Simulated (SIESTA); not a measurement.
The system is V.

```xyz
1
Lattice="-1.5144 1.5144 1.5144 1.5144 -1.5144 1.5144 1.5144 1.5144 -1.5144" Properties=species:S:1:pos:R:3 pbc="T T T"
V     0.0000    0.0000    0.0000
```

Program: SIESTA 5.4.2. Alike in all runs: spin collinear, ferromagnetic start; cell as given; k mesh 12 × 12 × 12; smearing fermi-dirac 0.05 eV; grid cutoff 800 Ry.

**Question.** Order these runs on this cell by their pressure, lowest first.
A. level PBEsol; potentials or basis PseudoDojo 0.4 standard (PBEsol files), DZP (energy shift 0.003 Ry; two zetas on semicore shells); energy shift 0.003 Ry
B. level PBE; potentials or basis PseudoDojo 0.4 standard (PBE files), DZ (energy shift 0.01 Ry); energy shift 0.01 Ry
C. level PBE; potentials or basis PseudoDojo 0.4 standard (PBE files), DZP (energy shift 0.002 Ry); energy shift 0.002 Ry
D. level LDA; potentials or basis PseudoDojo 0.4 standard (LDA files), DZP (energy shift 0.003 Ry; two zetas on semicore shells); energy shift 0.003 Ry

**Answer.** B (-27.0 GPa), D (-17.2 GPa), A (-11.7 GPa), C (-5.1 GPa).

Caveats: the basis of atomic orbitals isn't converged, which shifts pressures, moduli and gaps; semicore shells carry a single zeta, which can move pressures by several GPa and volumes by a few percent (some runs); the basis has no polarisation orbitals (some runs); so large a pressure means that the cell lies far from this level's equilibrium, or that cutoff or potentials fall short (some runs).

Not every run made on this cell is shown here.
